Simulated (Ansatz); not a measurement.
# Niobium, diamond under PBE: ground state and equation of state

Aim: take niobium in the diamond structure, relax it, solve it on a dense k-mesh, switch on spin-orbit coupling, then scale the cell to 7 volumes from 88 to 112 % of the relaxed one and try a fit of the equation of state. The k-meshes are 9×9×9 for the relaxation; 15×15×15 for the dense run; 9×9×9 for spin-orbit coupling; 10×10×10 for the volumes.

This is Nb in the diamond structure; at room conditions it is bcc.

Program: Ansatz 0.2.0. Level of theory: DFT PBE, plane waves (420 eV) with PAW, scalar-relativistic. These are calculated values, not measurements.

### 1 The system as given

It takes space group Fd-3m (No. 227, cubic). The conventional cell has a = 5.790 Å, b = 5.790 Å, c = 5.790 Å, α = 90.00°, β = 90.00°, γ = 90.00°. Nb (site symmetry -43m) has 4 Nb at 2.51 Å as nearest neighbours.

Coordinates:

```cif
data_structure
_symmetry_space_group_name_H-M 'Fd-3m:1'
_symmetry_Int_Tables_number 227
_cell_length_a 5.7903
_cell_length_b 5.7903
_cell_length_c 5.7903
_cell_angle_alpha 90.000
_cell_angle_beta 90.000
_cell_angle_gamma 90.000
_cell_volume 194.13
loop_
_atom_site_label
_atom_site_type_symbol
_atom_site_symmetry_multiplicity
_atom_site_Wyckoff_symbol
_atom_site_fract_x
_atom_site_fract_y
_atom_site_fract_z
_atom_site_occupancy
Nb1 Nb 8 b 0.75000 0.75000 0.75000 1
```

### 2 Relaxing cell and atoms

Input file input.yaml:

```yaml
crystal:
  lattice:
    - [0.0, 2.895128443, 2.895128443]
    - [2.895128443, 0.0, 2.895128443]
    - [2.895128443, 2.895128443, 0.0]
  atoms:
    - { symbol: Nb, position: [0.125, 0.125, 0.125] }
    - { symbol: Nb, position: [0.875, 0.875, 0.875] }
hamiltonian:
  xc: pbe
  pseudopotentials:
    kind: paw
    azcp:
      Nb: "pseudopotentials/Nb.paw.azcp"
basis:
  ecutwfc: 420
  fft_grid_basis: typed
kpoints:
  mp_grid: { grid: [9, 9, 9], shift: [0, 0, 0] }
magnetization:
  spin_polarized: false
scf:
  occupations: { method: fermi_dirac, width: 0.1 }
relax:
  max_steps: 60
  f_tol: 0.01
  cell: {}
```

Run with:

```console
$ ansatz run input.yaml --threads 1 --pin off --max-ram 3584MiB --backend cpu --events-out ev --progress --plain --runs-dir out
```

The runs that follow: Single point on a dense mesh; A two-component run at the same geometry; The cell scaled to 88 % of its volume; The cell scaled to 92 % of its volume; The cell scaled to 96 % of its volume; The cell scaled to 100 % of its volume; The cell scaled to 104 % of its volume; The cell scaled to 108 % of its volume; The cell scaled to 112 % of its volume.

What does the calculation give? Wanted: space group; conventional cell; volume; shortest distance; gap on the mesh; relative to bcc; V₀, B₀, B₀′.

The runs gave:

| quantity | value |
| --- | --- |
| space group (spins left aside) | Fd-3m (No. 227) |
| conventional cell | a = 5.916 Å |
| volume | 25.882 Å³/atom |
| shortest distance | 2.562 Å |
| gap on the mesh | none (levels filled in part) |
| relative to bcc | +2533 meV/atom |
| V₀, B₀, B₀′ | 25.771 Å³/atom, 67 GPa, 4.0 |

**Reading.** From the guessed start the volume grew by 6.7 % in 4 steps. Against the reference form of niobium (bcc, computed apart with the same settings) it stands 2533 meV/atom higher, so it is far from stable. No gap shows: it is a metal or semimetal at this level. The total energy of the spin-orbit run lies -1.00 eV/atom from the scalar one, but the two kinds of run don't share a zero of energy: only differences within one kind count. The fitted modulus is 67 GPa. Relaxation kept the symmetry; phonons were not checked.
